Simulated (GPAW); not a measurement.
# Ge (I4_1/amd) in GPAW: further runs

The runs below take Ge through single point, relaxation of cell and atoms, with PBE, BLYP.

Everything below comes from runs of GPAW 26.7.0. Logs are shortened: lines on timing, memory, paths and dates and some standing lists are left out, and cuts for length are marked. The log counts tension as positive stress, the text compression.

## 1. The structure

The structure is tetragonal, space group I4_1/amd (No. 141). Conventional cell: a = 5.149 Å, b = 5.149 Å, c = 2.795 Å, α = 90.00°, β = 90.00°, γ = 90.00°. Ge (site symmetry -4m2) has 6 Ge at 2.67 to 2.79 Å as nearest neighbours.

This isn't the form of Ge at room conditions, which is diamond.

## 2. Single point, PBE

File run.py:

```python
from ase.dft.bandgap import bandgap
from ase.io import read, write
from ase.units import GPa
from gpaw import GPAW, PW

atoms = read('Ge.xyz')

calc = GPAW(mode=PW(600),
            xc='PBE',
            kpts={'size': (11, 11, 11), 'gamma': True},
            occupations={'name': 'methfessel-paxton', 'order': 0, 'width': 0.011},
            nbands=11,
            convergence={'density': 1e-05, 'energy': 1e-05},
            maxiter=150,
            txt='gpaw.txt')
atoms.calc = calc
energy = atoms.get_potential_energy()
forces = atoms.get_forces()
stress = atoms.get_stress()
calc.write('gs.gpw')
write('result.traj', atoms)
print(f'Energy: {energy:.6f} eV')
print('Forces (eV/A):')
print(forces.round(4))
print('Stress (GPa):', (stress / GPa).round(3))
print('Fermi level:', round(calc.get_fermi_level(), 4), 'eV')
print(f'Gap: {bandgap(calc)[0]:.4f} eV, direct: {bandgap(calc, direct=True)[0]:.4f} eV')
```

File Ge.xyz:

```xyz
2
Lattice="-2.5744897190 2.5744897190 1.3974126432 2.5744897190 -2.5744897190 1.3974126432 2.5744897190 2.5744897190 -1.3974126432" Properties=species:S:1:pos:R:3 pbc="T T T"
Ge     0.0000000000      0.0000000000      1.3974126432
Ge     2.5744897190      0.0000000000      0.6987063216
```

Potentials or basis: GPAW PAW data sets (gpaw-data 1.2.1), pw.

Run with:

```sh
OMP_NUM_THREADS=1 python run.py
```

gpaw.txt:

```text
__  _  _
 | _ |_)|_||  |
 |__||  | ||/\| - 26.7.0

Input parameters:
  mode=PW(ecut=600.0),
  convergence={'density': 1e-05, 'energy': 1e-05},
  kpts=MonkhorstPack(size=(11, 11, 11), gamma=True),
  maxiter=150,
  nbands=11,
  occupations=Occupations(name='methfessel-paxton', order=0, width=0.011),
  xc=XC(name='PBE')

Diagonalizing LCAO Hamiltonian
Converting LCAO to pw mode

       Ge    Ge

Atoms  # Å, Bohr magnetons
|   | symbol |        x |        y |        z |    initial magnetic moments |
|---|--------|----------|----------|----------|-----------------------------|
| 0 |     Ge | 0.000000 | 0.000000 | 1.397413 | ( 0.0000,  0.0000,  0.0000) |
| 1 |     Ge | 2.574490 | 0.000000 | 0.698706 | ( 0.0000,  0.0000,  0.0000) |

Unit cell  # Å
| periodic |         x |         y |         z |  lengths |     angles |
|----------|-----------|-----------|-----------|----------|------------|
|      yes | -2.574490 |  2.574490 |  1.397413 | 3.899841 |  97.376984 |
|      yes |  2.574490 | -2.574490 |  1.397413 | 3.899841 |  97.376984 |
|      yes |  2.574490 |  2.574490 | -1.397413 | 3.899841 | 138.005201 |

Number of symmetries: 8
Symmetry operations  # r_c * U_cc + t_c -> r_c
|   | kind |            matrix            |
|---|------|------------------------------|
| 0 |  σ   |  1, 1, 1,  0, 0,-1,  0,-1, 0 |
| 1 |  E   |  1, 0, 0,  0, 1, 0,  0, 0, 1 |
| 2 |  C2  |  0, 1, 0,  1, 0, 0, -1,-1,-1 |
| 3 |  S4  |  0, 0, 1, -1,-1,-1,  0, 1, 0 |
| 4 |  σ   |  0, 0,-1,  1, 1, 1, -1, 0, 0 |
| 5 |  C2  |  0,-1, 0, -1, 0, 0,  0, 0,-1 |
| 6 |  C2  | -1, 0, 0,  0,-1, 0,  1, 1, 1 |
| 7 |  S4  | -1,-1,-1,  0, 0, 1,  1, 0, 0 |

BZ-sampling:
  Number of BZ points: 1331
  Number of IBZ points: 126

  Monkhorst-Pack size: [11, 11, 11]
  Monkhorst-Pack shift: [0, 0, 0]

K-points  # in reciprocal-cell coordinates
|     |                                coordinates |     weight |
|-----|--------------------------------------------|------------|
|   0 | (  0.00000000,   0.00000000,   0.00000000) | 0.00075131 |
|   1 | (  0.09090909,  -0.09090909,   0.00000000) | 0.00300526 |
|   2 | (  0.09090909,  -0.09090909,   0.09090909) | 0.00300526 |
|   3 | (  0.09090909,   0.00000000,   0.00000000) | 0.00601052 |
|   4 | (  0.09090909,   0.09090909,  -0.09090909) | 0.00150263 |
|   5 | (  0.18181818,  -0.18181818,   0.00000000) | 0.00300526 |
|   6 | (  0.18181818,  -0.18181818,   0.09090909) | 0.00601052 |
|   7 | (  0.18181818,  -0.18181818,   0.18181818) | 0.00300526 |
|   8 | (  0.18181818,  -0.09090909,   0.00000000) | 0.01202104 |
|   9 | (  0.18181818,  -0.09090909,   0.09090909) | 0.00601052 |
| ... |                                            |            |
| 125 | (  0.45454545,   0.45454545,   0.45454545) | 0.00601052 |

Plane wave coefficients: 1258
Cutoff: 600.0 eV

Spin-components: 1 (collinear spins)
Bands:           11
Projectors:      10
Spin-degeneracy: 2
Datatype:        complex128

Parallelization:
  kpt:    1
  domain: 1
  band:   1

Density:
  Valence electrons: 8.0
  Components: 1
  Grid points: [24 24 24]
  Charge: 0.0  # |e|

Potential:
  Grid points: [24 24 24]

species:
  Ge:
    name:    Germanium
    Z:       32.0
    valence: 4
    core:    28
    charge:  0.0  # [|e|]
    compensation charges:
      type: gauss
      rc: 0.32  # [Å]
      lmax: 2
    cutoffs:
      filter: 1.77  # [Å]
      core: 3.42  # [Å]
    projectors
    | kind |    occ | energy [eV] | rcut [Å] |
    |------|--------|-------------|----------|
    |   4s |  2.000 |     -11.726 |    1.005 |
    |   4p |  2.000 |      -3.896 |    1.005 |
    |    s |        |      15.485 |    1.005 |
    |    p |        |      23.315 |    1.005 |
    |    d |        |       0.000 |    1.005 |

    Using partial waves for Ge as LCAO basis

Reference energy: -114195.275705  # eV

eigensolver:
  PPCG
  Converge bands: occupied
  niter=2

density mixing:
  MSR1-Mixer
  Pratt-step length: 0.05
  Maximum mixing coefficient: 0.75
  Old densities: 10
  SVD Regularization: 0.005
  Good broyden scale: 1.0
  Trust region scale: 1.0
  Backstep threshold: 4.0
  History deletion threshold: 6.0
  Fourier metric: weight=20.0, sigma=0.015

occupation numbers:
  Methfessel-Paxton:
    width: 0.0110  # eV
    order: 0

poisson solver:
  ecut: 4800.0  # eV

xc functional:
  name: PBE with 2 nearest neighbor stencil

convergence criteria:
- Maximum integral of absolute [dens]ity change: 1e-05 electrons / valence electron
- Maximum [total energy] change in last 3 cyles: 1e-05 eV / valence electron
- Maximum integral of absolute [eigenst]ate change: 4e-08 eV^2 / valence electron
maximum number of iterations: 150

SCF iterations
|iter     | |      energy | eigst |  dens |
|---------|-|-------------|-------|-------|
|iter:   1| |   -8.581448 | -0.71 |       |
|iter:   2| |   -8.581860 | -3.09 | -1.18 |
|iter:   3| |   -8.578842 | -3.51 | -1.20 |
|iter:   4| |   -8.579122 | -4.36 | -1.71 |
|iter:   5| |   -8.579102 | -5.50 | -2.64 |
|iter:   6| |   -8.579103c| -7.20 | -3.73 |
|iter:   7| |   -8.579103c| -7.85c| -4.36 |
|iter:   8| |   -8.579103c| -8.86c| -5.11c|

Converged in 8 steps
Energy contributions relative to reference atoms: (reference = -114195.275705)

Energy contributions:
  Kinetic:          18.982251
  Coulomb:         -16.624605
  Zero:             -0.002969
  External:          0.000000
  Xc:              -10.933681
  Entropy:          -0.000195
  Spinorbit:         0.000000
  ----------------------------
  Free energy:      -8.579200
  Extrapolated:     -8.579103

dipole moment: (-3.292686, -13.537430, 4.567800)  # |e|*Ang

Fermi level: 8.058
Eigenvalues  # (at kpt = [0.000, 0.000, 0.000])
| band index |      eig [eV] | occ [0-2] |
|------------|---------------|-----------|
|          0 |        -5.294 |     2.000 |
|          1 |         3.947 |     2.000 |
|          2 |         5.669 |     2.000 |
|          3 |         5.669 |     2.000 |
|          4 |        11.275 |     0.000 |
|          5 |        15.637 |     0.000 |
|          6 |        15.637 |     0.000 |
|          7 |        16.171 |     0.000 |
|          8 |        16.394 |     0.000 |
|          9 |        19.375 |     0.000 |
|         10 |        20.294 |     0.000 |

No gap
No difference between direct/indirect transitions

Forces  # eV/Ang
|       x |       y |        z |
|---------|---------|----------|
| 0.00000 | 0.00000 |  0.00000 |  # Ge   0
| 0.00000 | 0.00000 | -0.00000 |  # Ge   1

Stress tensor  # eV/Ang^3
|         x |         y |         z |
|-----------|-----------|-----------|
| -0.018240 | -0.000000 | -0.000000 |
| -0.000000 | -0.018240 |  0.000000 |
| -0.000000 |  0.000000 | -0.021486 |

# Writing to gs.gpw (mode='')
```

Run time: 31 s. Hardware: 1 thread of Arm Neoverse V1, shared host; peak memory 0.19 GiB.

What came out:

```
Free energy            : -8.5792 eV
Pressure               : 3.1 GPa
Band gap on the k mesh : none (metal or under the smearing width)
```

Levels at points of the mesh, in eV from the Fermi level:
```
           k point  band 1  band 2  band 3  band 4  band 5  band 6  band 7
(0.00, 0.00, 0.00)  -13.35   -4.11   -2.39   -2.39    3.22    7.58    7.58
```

## 3. Relaxation of cell and atoms, PBE

File run.py:

```python
from ase import Atoms
from ase.filters import FrechetCellFilter
from ase.io import write
from ase.optimize import BFGS
from gpaw import GPAW, PW

atoms = Atoms(['Ge', 'Ge'],
              cell=[[-2.574489719, 2.574489719, 1.3974126432],
                    [2.574489719, -2.574489719, 1.3974126432],
                    [2.574489719, 2.574489719, -1.3974126432]],
              scaled_positions=[[0.5, 0.5, 0.0],
                                [0.25, 0.75, 0.5]],
              pbc=True)

calc = GPAW(mode=PW(600),
            xc='PBE',
            kpts={'size': (11, 11, 11), 'gamma': True},
            occupations={'name': 'fermi-dirac', 'width': 0.05},
            nbands=11,
            convergence={'density': 1e-05, 'forces': 0.0001},
            maxiter=150,
            txt='gpaw.txt')
atoms.calc = calc
opt = BFGS(FrechetCellFilter(atoms), trajectory='relax.traj', logfile='-')
done = opt.run(fmax=0.02, steps=60)
calc.write('gs.gpw')
write('result.traj', atoms)
print('Converged:', done)
print('Cell:', atoms.cell.cellpar().round(4))
print('Volume:', round(atoms.get_volume(), 4))
print(atoms.get_scaled_positions().round(5))
```

Potentials or basis: GPAW PAW data sets (gpaw-data 1.2.1), pw.

Run with:

```sh
OMP_NUM_THREADS=1 python run.py
```

gpaw.txt:

```text
__  _  _
 | _ |_)|_||  |
 |__||  | ||/\| - 26.7.0

Input parameters:
  mode=PW(ecut=600.0),
  convergence={'density': 1e-05, 'forces': 0.0001},
  kpts=MonkhorstPack(size=(11, 11, 11), gamma=True),
  maxiter=150,
  nbands=11,
  occupations=Occupations(name='fermi-dirac', width=0.05),
  xc=XC(name='PBE')

Diagonalizing LCAO Hamiltonian
Converting LCAO to pw mode

       Ge    Ge

Atoms  # Å, Bohr magnetons
|   | symbol |        x |        y |        z |    initial magnetic moments |
|---|--------|----------|----------|----------|-----------------------------|
| 0 |     Ge | 0.000000 | 0.000000 | 1.397413 | ( 0.0000,  0.0000,  0.0000) |
| 1 |     Ge | 2.574490 | 0.000000 | 0.698706 | ( 0.0000,  0.0000,  0.0000) |

Unit cell  # Å
| periodic |         x |         y |         z |  lengths |     angles |
|----------|-----------|-----------|-----------|----------|------------|
|      yes | -2.574490 |  2.574490 |  1.397413 | 3.899841 |  97.376984 |
|      yes |  2.574490 | -2.574490 |  1.397413 | 3.899841 |  97.376984 |
|      yes |  2.574490 |  2.574490 | -1.397413 | 3.899841 | 138.005201 |
[... 171 lines left out ...]
Stress tensor  # eV/Ang^3
[... 804 lines left out ...]
| 0.00000 | 0.00000 | 0.00000 |  # Ge   0
| 0.00000 | 0.00000 | 0.00000 |  # Ge   1

Interpolating wave functions to new cell

       Ge    Ge
[... 135 lines left out ...]
SCF iterations
|iter     | |      energy | eigst |  dens |force |
|---------|-|-------------|-------|-------|------|
|iter:   1| |   -8.594891 | -4.08 |       |      |
|iter:   2| |   -8.594882 | -7.28 | -2.67 |      |
|iter:   3| |   -8.594819c| -5.92 | -2.70 |      |
|iter:   4| |   -8.594816c| -7.02 | -3.43 |      |
|iter:   5| |   -8.594816c| -7.64c| -4.32 |      |
|iter:   6| |   -8.594816c| -8.23c| -5.12c|      |
|iter:   7| |   -8.594816c| -9.02c| -5.92c| -infc|

Converged in 7 steps
Energy contributions relative to reference atoms: (reference = -114195.275705)

Energy contributions:
  Kinetic:          14.798692
  Coulomb:         -13.281763
  Zero:             -0.002914
  External:          0.000000
  Xc:              -10.104947
  Entropy:          -0.007767
  Spinorbit:         0.000000
  ----------------------------
  Free energy:      -8.598699
  Extrapolated:     -8.594816
[... 22 lines left out ...]
Stress tensor  # eV/Ang^3
|         x |         y |         z |
|-----------|-----------|-----------|
|  0.000197 | -0.000000 |  0.000000 |
| -0.000000 |  0.000197 | -0.000000 |
|  0.000000 | -0.000000 |  0.000923 |

Forces  # eV/Ang
|       x |        y |       z |
|---------|----------|---------|
| 0.00000 |  0.00000 | 0.00000 |  # Ge   0
| 0.00000 | -0.00000 | 0.00000 |  # Ge   1

# Writing to gs.gpw (mode='')
```

stdout:

```text
Step          Energy          fmax
BFGS:    0       -8.584312        0.362712
BFGS:    1       -8.589205        0.293827
BFGS:    2       -8.598605        0.022126
BFGS:    3       -8.598645        0.020422
BFGS:    4       -8.598660        0.021761
BFGS:    5       -8.598699        0.017807
Converged: True
Cell: [  3.9562   3.9562   3.9562  97.3331  97.3331 138.1356]
Volume: 38.5978
[[0.5  0.5  0.  ]
 [0.25 0.75 0.5 ]]
```

It took 2.8 min on 1 thread of Arm Neoverse V1, shared host; peak memory 0.3 GiB.

What came out:

* Free energy: -8.5987 eV
* Relaxed volume: 19.30 Å³/atom
* Relaxed cell: a = 3.956 Å, b = 3.956 Å, c = 3.956 Å, α = 97.33°, β = 97.33°, γ = 138.14°
* Space group after relaxing (to 0.05 Å): I4_1/amd (No. 141)
* Energy gained by relaxing: 7.3 meV/atom
* Ionic steps: 6
* Pressure after relaxing: -0.1 GPa
* Band gap on the k mesh: none (metal or under the smearing width)

Stress tensor (GPa, compression positive):
```
-0.03  0.00  0.00
 0.00 -0.03  0.00
 0.00  0.00 -0.15
```

Step by step:
```
step  energy change (eV)  largest force (eV/Å)  pressure (GPa)  volume (Å³)
   1              0.0000                0.0000            3.05        37.05
   2             -0.0049                0.0000            2.43        37.33
   3             -0.0144                0.0000            0.09        38.51
   4             -0.0144                0.0000            0.00        38.56
   5             -0.0145                0.0000           -0.03        38.57
   6             -0.0145                0.0000           -0.07        38.60
```

Final structure:
```xyz
2
Lattice="-2.6129 2.6129 1.4134 2.6129 -2.6129 1.4134 2.6129 2.6129 -1.4134" Properties=species:S:1:pos:R:3 pbc="T T T"
Ge    0.0000    0.0000    1.4134
Ge    2.6129    0.0000    0.7067
```

Caveat: later steps reuse the first step's grids.

(Part 1 of 2 ends here.)
